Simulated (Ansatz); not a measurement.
A relaxation computed with Ansatz, from input to last step.

```yaml
crystal:
  lattice:
    - [0.0, 5.9597880294, -5.9597880294]
    - [5.9597880294, 5.9597880294, 0.0]
    - [5.9597880294, 0.0, -5.9597880294]
  atoms:
    - { symbol: In, position: [0.5066080664, 0.5066080664, -0.0198241992], spin: 0.2 }
    - { symbol: In, position: [0.5016960873, -0.0005653624, -0.0005653624] }
    - { symbol: In, position: [0.9994346376, 0.5016960873, -0.0005653624] }
    - { symbol: In, position: [0.9994346376, -0.0005653624, -0.0005653624] }
    - { symbol: In, position: [0.5066080664, 0.5066080664, 0.5066080664], spin: 0.2 }
    - { symbol: In, position: [0.5066080664, -0.0198241992, 0.5066080664], spin: 0.2 }
    - { symbol: In, position: [0.9801758008, 0.5066080664, 0.5066080664], spin: 0.2 }
    - { symbol: In, position: [0.9994346376, -0.0005653624, 0.5016960873] }
    - { symbol: In, position: [0.375, 0.375, 0.375], spin: 0.2 }
    - { symbol: P, position: [0.3737862992, 0.8762137008, 0.3737862992] }
    - { symbol: P, position: [0.8762137008, 0.3737862992, 0.3737862992] }
    - { symbol: P, position: [0.8762137008, 0.8762137008, 0.3737862992] }
    - { symbol: P, position: [0.3737862992, 0.3737862992, 0.8762137008] }
    - { symbol: P, position: [0.3737862992, 0.8762137008, 0.8762137008] }
    - { symbol: P, position: [0.8762137008, 0.3737862992, 0.8762137008] }
    - { symbol: P, position: [0.875, 0.875, 0.875] }
  host:
    lattice:
      - [0.0, 2.9798940147, 2.9798940147]
      - [2.9798940147, 0.0, 2.9798940147]
      - [2.9798940147, 2.9798940147, 0.0]
    atoms:
      - { symbol: In, position: [0.0, 0.0, 0.0] }
      - { symbol: P, position: [0.25, 0.25, 0.25] }
total_charge: -1
basis:
  ecutwfc: 420
  xc_grid: 2
kpoints:
  mp_grid: { grid: [3, 3, 3], shift: [0.0, 0.0, 0.0] }
hamiltonian:
  xc: pbe
scf:
  occupations: { method: gaussian, width: 0.02 }
output:
  forces: true
  stress: false
  eigenvalues: true
  populations: true
  charged_corrections:
    defect_position: [0.375, 0.375, 0.375]
    epsilon: [[15.0794, 0.0, 0.0], [0.0, 15.0794, 0.0], [0.0, 0.0, 15.0794]]
magnetization:
  spin_polarized: true
relax:
  adjacent_minimum: "off"
  f_tol: 0.025
  max_steps: 45
```

```bash
ansatz run input.yaml --threads 4 --pin off --max-ram 8192MiB --backend cpu --events-out ev --progress --plain --runs-dir out
```

The calculation used Ansatz 0.2.0, DFT PBE, scalar-relativistic, plane waves, PAW.

The cell holds a point defect: In on a P site (d), charge −1.

Of 5 frames 5 are shown, positions in Å and forces in eV/Å; the SCF threshold varies from step to step. The mark taken_back stands on steps that the optimiser undid.

```xyz
16
Lattice="0.0000 5.9598 -5.9598 5.9598 5.9598 0.0000 5.9598 0.0000 -5.9598" Properties=species:S:1:pos:R:3:forces:R:3 pbc="T T T" step=1 free_energy_over_end_meV_per_atom=7.06
In    2.9011    6.0386   -2.9011    0.3693   -0.3693   -0.3693
In   -0.0067    2.9866   -2.9866    0.0844   -0.0844    0.0844
In    2.9866    8.9464   -5.9530   -0.0844   -0.0844   -0.0844
In   -0.0067    5.9530   -5.9530    0.0844    0.0844   -0.0844
In    6.0386    6.0386   -6.0386   -0.3693   -0.3693    0.3693
In    2.9011    2.9011   -6.0386    0.3693    0.3693    0.3693
In    6.0386    8.8609   -8.8609   -0.3693    0.3693   -0.3693
In    2.9866    5.9530   -8.9464   -0.0844    0.0844    0.0844
In    4.4698    4.4698   -4.4698    0.0000    0.0000    0.0000
P     7.4497    7.4497   -4.4554    0.0000    0.0000   -0.0832
P     4.4554    7.4497   -7.4497    0.0832    0.0000    0.0000
P     7.4497   10.4441   -7.4497    0.0000   -0.0832    0.0000
P     7.4497    4.4554   -7.4497    0.0000    0.0832    0.0000
P    10.4441    7.4497   -7.4497   -0.0832    0.0000    0.0000
P     7.4497    7.4497  -10.4441    0.0000    0.0000    0.0832
P    10.4296   10.4296  -10.4296    0.0000    0.0000    0.0000
16
Lattice="0.0000 5.9598 -5.9598 5.9598 5.9598 0.0000 5.9598 0.0000 -5.9598" Properties=species:S:1:pos:R:3:forces:R:3 pbc="T T T" step=2 free_energy_over_end_meV_per_atom=12.55 taken_back
In    2.9900    5.9496   -2.9900   -0.6917    0.6917    0.6917
In    0.0099    2.9700   -2.9700   -0.0030    0.0030   -0.0030
In    2.9700    8.9298   -5.9697    0.0030    0.0030    0.0030
In    0.0099    5.9697   -5.9697   -0.0030   -0.0030    0.0030
In    5.9496    5.9496   -5.9496    0.6917    0.6917   -0.6917
In    2.9900    2.9900   -5.9496   -0.6917   -0.6917   -0.6917
In    5.9496    8.9498   -8.9498    0.6917   -0.6917    0.6917
In    2.9700    5.9697   -8.9298    0.0030   -0.0030   -0.0030
In    4.4698    4.4698   -4.4698    0.0000    0.0000    0.0000
P     7.4497    7.4497   -4.4899    0.0000    0.0000    0.0030
P     4.4899    7.4497   -7.4497   -0.0030    0.0000    0.0000
P     7.4497   10.4095   -7.4497    0.0000    0.0030    0.0000
P     7.4497    4.4899   -7.4497    0.0000   -0.0030    0.0000
P    10.4095    7.4497   -7.4497    0.0030    0.0000    0.0000
P     7.4497    7.4497  -10.4095    0.0000    0.0000   -0.0030
P    10.4296   10.4296  -10.4296    0.0000    0.0000    0.0000
16
Lattice="0.0000 5.9598 -5.9598 5.9598 5.9598 0.0000 5.9598 0.0000 -5.9598" Properties=species:S:1:pos:R:3:forces:R:3 pbc="T T T" step=3 free_energy_over_end_meV_per_atom=0.07
In    2.9436    5.9961   -2.9436   -0.0482    0.0482    0.0482
In    0.0056    2.9743   -2.9743    0.0047   -0.0047    0.0047
In    2.9743    8.9341   -5.9654   -0.0047   -0.0047   -0.0047
In    0.0056    5.9654   -5.9654    0.0047    0.0047   -0.0047
In    5.9961    5.9961   -5.9961    0.0482    0.0482   -0.0482
In    2.9436    2.9436   -5.9961   -0.0482   -0.0482   -0.0482
In    5.9961    8.9034   -8.9034    0.0482   -0.0482    0.0482
In    2.9743    5.9654   -8.9341   -0.0047    0.0047    0.0047
In    4.4698    4.4698   -4.4698    0.0000    0.0000    0.0000
P     7.4497    7.4497   -4.4756    0.0000    0.0000   -0.0235
P     4.4756    7.4497   -7.4497    0.0235    0.0000    0.0000
P     7.4497   10.4239   -7.4497    0.0000   -0.0235    0.0000
P     7.4497    4.4756   -7.4497    0.0000    0.0235    0.0000
P    10.4239    7.4497   -7.4497   -0.0235    0.0000    0.0000
P     7.4497    7.4497  -10.4239    0.0000    0.0000    0.0235
P    10.4296   10.4296  -10.4296    0.0000    0.0000    0.0000
16
Lattice="0.0000 5.9598 -5.9598 5.9598 5.9598 0.0000 5.9598 0.0000 -5.9598" Properties=species:S:1:pos:R:3:forces:R:3 pbc="T T T" step=4 free_energy_over_end_meV_per_atom=0.03
In    2.9394    6.0003   -2.9394    0.0130   -0.0130   -0.0130
In    0.0075    2.9723   -2.9723   -0.0158    0.0158   -0.0158
In    2.9723    8.9321   -5.9673    0.0158    0.0158    0.0158
In    0.0075    5.9673   -5.9673   -0.0158   -0.0158    0.0158
In    6.0003    6.0003   -6.0003   -0.0130   -0.0130    0.0130
In    2.9394    2.9394   -6.0003    0.0130    0.0130    0.0130
In    6.0003    8.8992   -8.8992   -0.0130    0.0130   -0.0130
In    2.9723    5.9673   -8.9321    0.0158   -0.0158   -0.0158
In    4.4698    4.4698   -4.4698    0.0000    0.0000    0.0000
P     7.4497    7.4497   -4.4797    0.0000    0.0000    0.0295
P     4.4797    7.4497   -7.4497   -0.0295    0.0000    0.0000
P     7.4497   10.4198   -7.4497    0.0000    0.0295    0.0000
P     7.4497    4.4797   -7.4497    0.0000   -0.0295    0.0000
P    10.4198    7.4497   -7.4497    0.0295    0.0000    0.0000
P     7.4497    7.4497  -10.4198    0.0000    0.0000   -0.0295
P    10.4296   10.4296  -10.4296    0.0000    0.0000    0.0000
16
Lattice="0.0000 5.9598 -5.9598 5.9598 5.9598 0.0000 5.9598 0.0000 -5.9598" Properties=species:S:1:pos:R:3:forces:R:3 pbc="T T T" step=5 free_energy_over_end_meV_per_atom=0.00
In    2.9399    5.9997   -2.9399    0.0013   -0.0013   -0.0013
In    0.0058    2.9741   -2.9741    0.0019   -0.0019    0.0019
In    2.9741    8.9339   -5.9655   -0.0019   -0.0019   -0.0019
In    0.0058    5.9655   -5.9655    0.0019    0.0019   -0.0019
In    5.9997    5.9997   -5.9997   -0.0013   -0.0013    0.0013
In    2.9399    2.9399   -5.9997    0.0013    0.0013    0.0013
In    5.9997    8.8997   -8.8997   -0.0013    0.0013   -0.0013
In    2.9741    5.9655   -8.9339   -0.0019    0.0019    0.0019
In    4.4698    4.4698   -4.4698    0.0000    0.0000    0.0000
P     7.4497    7.4497   -4.4767    0.0000    0.0000   -0.0008
P     4.4767    7.4497   -7.4497    0.0008    0.0000    0.0000
P     7.4497   10.4227   -7.4497    0.0000   -0.0008    0.0000
P     7.4497    4.4767   -7.4497    0.0000    0.0008    0.0000
P    10.4227    7.4497   -7.4497   -0.0008    0.0000    0.0000
P     7.4497    7.4497  -10.4227    0.0000    0.0000    0.0008
P    10.4296   10.4296  -10.4296    0.0000    0.0000    0.0000
```

It took 43 s on 4 threads of Intel(R) Xeon(R) Platinum 8259CL CPU @ 2.50GHz (Skylake/Cascade Lake) (shared host), peak memory 1.3 GiB.

The relaxation kept the symmetry at the defect while a level is partly filled, so a distortion that splits the level (Jahn–Teller) was held off and may lie lower. The cell is also small for a charged defect.